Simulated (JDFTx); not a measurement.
BeTe under changes of volume

One of the cells (21.254 Å³/atom); the others are scaled copies at fixed shape and fractional positions:

```xyz
2
Lattice="0.0000 2.7700 2.7700 2.7700 0.0000 2.7700 2.7700 2.7700 0.0000" Properties=species:S:1:pos:R:3 pbc="T T T"
Te    4.1550    4.1550    4.1550
Be    0.0000    0.0000    0.0000
```

| Item | Value |
| --- | --- |
| Program | JDFTx 1.7.0 (patched build) |
| Functional | PBEsol |
| Potentials or basis | PseudoDojo-SR-PBEsol-0.4.1-standard |
| Cutoff | 1197 eV |
| Density cutoff | 9578 eV |
| k mesh | 8 × 8 × 8 |
| Occupations | fermi-dirac, width 0.05 eV |
| Spin | no spin polarisation |

```csv
volume (Å³/atom),energy over the lowest point (meV/atom),pressure (GPa),gap on the mesh (eV)
19.979,43.57,7.3,1.58
20.404,26.63,5.5,1.64
20.829,14.20,3.9,1.70
21.254,?,?,?
21.679,1.25,1.1,1.80
22.104,0.00,-0.1,1.85
22.529,1.82,-1.2,1.90
```

Problem. What does the run at 21.254 Å³/atom give?

Solution. Energy over the lowest point 5.87 meV/atom; pressure 2.4 GPa; gap on the mesh 1.75 eV.

Worked out: A Birch-Murnaghan fit of order 3 (a polynomial in V^(-2/3)) to the other rows has its minimum at 22.06 Å³/atom with B0 = V·E''(V) = 61 GPa and B' = 4.0. It gives 5.87 meV/atom at 21.254 Å³/atom, against the run's 5.87, and -dE/dV = 2.4 GPa, against 2.4. A straight line through the other rows of the gap, of slope 2.64 eV per unit of ln V, gives 1.75 eV, against the run's 1.75.

Energies are extrapolated to zero smearing.

Caveats: spin-orbit coupling is left out, which moves the levels of the heavy elements.

A mesh can miss the band edges.
